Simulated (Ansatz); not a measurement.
A (001) slab of Si$_{2}$W (I4/mmm (No. 139)), 9 planes, outer planes Si (top) and Si (bottom), with 9 atoms (Si6W3) in a surface cell of A = 10.312 Å², as cut from the bulk:

```yaml
crystal:
  lattice:
    - [3.21129, 0.00000, 0.00000]
    - [0.00000, 3.21129, 0.00000]
    - [0.00000, 0.00000, 25.38287]
  atoms:
    - { symbol: Si, position: [0.00000, 0.00000, 0.29547] }
    - { symbol: W, position: [0.50000, 0.50000, 0.34626] }
    - { symbol: Si, position: [0.00000, 0.00000, 0.39705] }
    - { symbol: Si, position: [0.50000, 0.50000, 0.44921] }
    - { symbol: W, position: [0.00000, 0.00000, 0.50000] }
    - { symbol: Si, position: [0.50000, 0.50000, 0.55079] }
    - { symbol: Si, position: [0.00000, 0.00000, 0.60295] }
    - { symbol: W, position: [0.50000, 0.50000, 0.65374] }
    - { symbol: Si, position: [0.00000, 0.00000, 0.70453] }
```

The calculation used Ansatz 0.2.0, DFT r2SCAN, scalar-relativistic, plane waves, PAW. Plane waves to 500 eV, a k mesh through Γ of 11×11×1 on the computed 9-atom cell and Gaussian smearing (0.10 eV); no spin polarisation.

Against the same 9 atoms in the bulk, the slab as cut lies 3.491 eV higher and the relaxed slab 3.447 eV higher.

Question: Work out the surface energy before and after relaxation.

Answer: The slab has two faces, so γ = (E_slab − N·E_bulk)/(2A), the mean of both. As cut: 3.491/(2 × 10.312) = 0.1693 eV/Å², and 1 eV/Å² = 16.02 J/m², so γ = 2.71 J/m². Relaxed: 3.447/(2 × 10.312) = 0.1671 eV/Å² = 2.68 J/m². Relaxation recovers 1.3 % of the cost of cutting.

Question: What is the ideal work of this cut, per area?

Answer: Griffith's ideal work is 2γ: 5.42 J/m² if the new faces stay rigid, 5.36 J/m² if they relax. Other cuts parallel to this plane can cost less. One thickness was run, 9 planes, so γ can still shift with it.